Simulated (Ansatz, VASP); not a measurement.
## One calculation of BN, two programs

```
B N
1.0
     2.54000    0.00000    0.00000
    -1.27000    2.19970    0.00000
     0.00000    0.00000    6.72996
B N
2 2
Direct
  0.33333 0.66667 0.25000
  0.66667 0.33333 0.75000
  0.33333 0.66667 0.75000
  0.66667 0.33333 0.25000
```

Change from the starting cell: z stretched by +2 %, ions relaxed.

Alike in both runs: functional PBE; k mesh 13 × 13 × 5; occupations fermi-dirac, width 0.02 eV; no spin polarisation.

Ansatz relaxed the structure, and its values are those at the end. VASP's run is a single point on that final structure, the one shown.

```csv
,VASP,Ansatz
version,VASP 6.6.1,Ansatz 0.2.0
potentials or method,"VASP PAW PBE potentials, release 64 (B, N)","plane-wave PAW, scalar-relativistic"
plane-wave cutoff (eV),520,420
valence electrons in the cell,16,16
```

Ansatz gave:

```
gap on the k mesh at the Fermi level (eV) : 4.24
pressure (GPa)                            : -6.5
```

Question: Which values does VASP return?

Answer: gap on the k mesh at the Fermi level (eV): 4.23; pressure (GPa): -6.4.

Ansatz warned: «stress_scf_threshold_loose».

Caveats: an odd mesh through Γ misses points on the zone boundary, where band edges often lie; this functional lacks dispersion, which binds the layers, so the pressure and a relaxed spacing across them are unreliable.
